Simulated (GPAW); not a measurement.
Runs of GPAW 26.7.0 on MgSe. Symmetry: Fm-3m, No. 225, cubic system. The conventional cell has a = 5.451 Å, b = 5.451 Å, c = 5.451 Å, α = 90.00°, β = 90.00°, γ = 90.00°. Around Se (site symmetry m-3m) lie 6 Mg at 2.73 Å. Mg (site symmetry m-3m) has 6 Se at 2.73 Å as nearest neighbours. 

| task | level | potentials or basis | cell | band path | band points | gap on the mesh (eV) | pressure (GPa) |
| --- | --- | --- | --- | --- | --- | --- | --- |
| band structure | LDA | the program's PAW data sets (release 1.2.1) made for this functional, pw | as given | GXWKGLUWLK,UX | 60 | 1.66 | -2.1 |
| single point | PBEsol | PAW data sets generated in the run's folder for this functional, pw | as given | - | - | 1.78 | 0.0 |
| single point | PBEsol | PAW data sets generated in the run's folder for this functional, pw | atoms moved at random, drawn with an rms of 0.05 Å | - | - | 1.78 | 0.1 |
| single point | TB-mBJ | GPAW PAW data sets for LDA (gpaw-data 1.2.1), pw | as given | - | - | (a) | - |

Alike in all rows: no spin polarisation; k mesh 8 × 8 × 8; cutoff (eV) 800; smearing fermi-dirac 0.05 eV.

**Question.** Fill in the values left out.

**Answer.** (a) 2.75.

Caveats: a model potential gives levels but no total energy (some runs); the PAW data sets were made with another functional, which shifts forces and pressure a little (some runs).

A k mesh can miss the band edges, and the runs leave out spin-orbit coupling on Se.
